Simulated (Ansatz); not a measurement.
The system is Ga2O3.

```
Ga O
1.0
     6.10700   -1.51855    0.00000
     6.10700    1.51855    0.00000
    -1.38599    0.00000    5.63001
Ga O
4 6
Cartesian
  3.2184 0.0000 3.8621
  7.6096 0.0000 1.7679
  10.8240 0.0000 1.1564
  0.0041 0.0000 4.4736
  5.1267 0.0000 4.1853
  5.7013 0.0000 1.4447
  9.4919 0.0000 2.4592
  1.3361 0.0000 3.1708
  8.9710 0.0000 5.0118
  1.8570 0.0000 0.6182
```

Base run:

| Property | Result |
| --- | --- |
| Program | Ansatz 0.2.0 |
| Functional | BLYP |
| Potentials or basis | Ansatz PAW |
| Cutoff | 420 eV (not typed: the program's choice for these potentials) |
| k mesh | 9 × 9 × 5 |
| Occupations | fermi-dirac, width 0.05 eV |
| Spin | no spin polarisation |

Its results: band gap on the k mesh 2.53 eV, indirect (least direct gap 2.56 eV); pressure 14.5 GPa; largest force 0.266 eV/Å.

**Question.** The run is repeated on the same cell with these changes: functional from BLYP to PBEsol. What comes out?

**Answer.** Band gap on the k mesh 2.34 eV, indirect (least direct gap 2.35 eV); pressure 2.5 GPa; largest force 0.120 eV/Å.

PBEsol binds more tightly than BLYP, so the same cell stands under less pressure.

Caveats: the PAW data sets come from PBE, with cores solved anew for the run's functional, which leaves a small shift of forces and pressure.
